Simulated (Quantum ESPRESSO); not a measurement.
The system is Bi.

```
Bi
1.0
     2.26750    1.30914    3.93800
    -2.26750    1.30914    3.93800
     0.00000   -2.61828    3.93800
Bi
2
Direct
  0.76600 0.76600 0.76600
  0.23400 0.23400 0.23400
```

```yaml
Program: Quantum ESPRESSO 7.5
Task: relaxation of cell and atoms
Functional: PBEsol
Dispersion: D4
Potentials_or_basis: PseudoDojo 0.4.1 SR PBEsol standard
Cutoff: 898 eV
Density_cutoff: 3592 eV
k_mesh: 6 × 6 × 6
Occupations: fermi-dirac, width 0.05 eV
Spin: no spin polarisation
```

At the start: pressure -1.5 GPa; volume 35.07 Å³/atom.

Problem. Where does the relaxation end?

Solution. Over 9 steps the energy falls by 7.7 meV/atom and the volume is 33.62 Å³/atom (-4.1 %); space group R-3m (No. 166, to 0.05 Å).

Step by step:
| step | energy change (eV) | largest force (eV/Å) | pressure (GPa) | volume (Å³) |
| --- | --- | --- | --- | --- |
| 1 | 0.0000 | 0.0643 | -1.52 | 70.14 |
| 2 | -0.0042 | 0.0874 | -1.20 | 69.64 |
| 3 | -0.0120 | 0.1603 | 0.16 | 67.64 |
| 4 | -0.0127 | 0.1403 | 0.14 | 67.59 |
| 5 | -0.0151 | 0.0016 | 0.01 | 67.30 |
| 6 | -0.0151 | 0.0061 | -0.01 | 67.30 |
| 7 | -0.0152 | 0.0185 | -0.04 | 67.29 |
| 8 | -0.0153 | 0.0216 | -0.05 | 67.27 |
| 9 | -0.0154 | 0.0130 | -0.03 | 67.24 |

Final structure:
```
Bi
1.0
     2.24465    1.29595    3.85276
    -2.24465    1.29595    3.85276
     0.00000   -2.59189    3.85276
Bi
2
Direct
  0.76342 0.76342 0.76342
  0.23658 0.23658 0.23658
```

Caveat: pairwise dispersion overbinds metals, which lowers pressure and volume.
